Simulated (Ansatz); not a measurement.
A run of Ansatz 0.2.0 is set up as follows.

File input.yaml:

```yaml
crystal:
  lattice:
    - [-1.655654, 1.655654, 1.655654]
    - [1.655654, -1.655654, 1.655654]
    - [1.655654, 1.655654, -1.655654]
  atoms:
    - { symbol: Ag, position: [0.0, 0.0, 0.0] }
hamiltonian:
  xc: pbe
  pseudopotentials: { kind: paw }
kpoints:
  mp_grid: { grid: [11, 11, 11] }
scf:
  occupations: { method: gaussian, width: 0.026 }
output:
  forces: true
  stress: true
  eigenvalues: true
```

Potentials or basis: Ansatz PAW.

Launch:

```bash
$ ansatz run input.yaml --threads 2 --pin off --max-ram 5632MiB --backend cpu --events-out ev --progress --plain --runs-dir out
```

Question: What does it give for the band gap on the k mesh?

Answer: None (metal or under the smearing width).

Question: What does it give for the pressure?

Answer: -0.8 GPa.
